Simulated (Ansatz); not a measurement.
RuO$_{2}$:
Space group P4₂/mnm (No. 136); a = b = 4.467 Å, c = 3.093 Å, α = β = γ = 90.00°

```csv
atom,site,symmetry,x,y,z
Ru,2a,m.mm,0.0000,0.0000,0.0000
O,4f,m.2m,0.3061,0.3061,0.0000
```

Relaxed at zero pressure with PBEsol in the plane-wave PAW code Ansatz.

Task: The volume is lowered by 6 % and shape and atoms relax at that volume. What pressure results, and how do the axes share the change?

Result: 19.9 GPa; a -2.5 %, b -2.5 %, c -1.0 %; the energy rises by 36 meV/atom.

Task: Give the new structure.

Result: 
Space group P4₂/mnm (No. 136); a = 4.3529 Å, b = 4.3529 Å, c = 3.0614 Å, α = 90.00°, β = 90.00°, γ = 90.00°

```
atom  site  symmetry       x       y       z
----  ----  --------  ------  ------  ------
Ru      2a      m.mm  0.0000  0.0000  0.0000
O       4f      m.2m  0.3068  0.3068  0.0000
```

The phase is kept; no other phase was compared at this pressure.

Space group P4_2/mnm (rutile). The PBEsol relaxation kept the symmetry of its start. No spin polarisation was allowed.

Potentials: the earlier of the program's two PAW sets. The files were generated under PBE; for other functionals the program regenerates the frozen cores, and for LDA and PBEsol the local potential too.
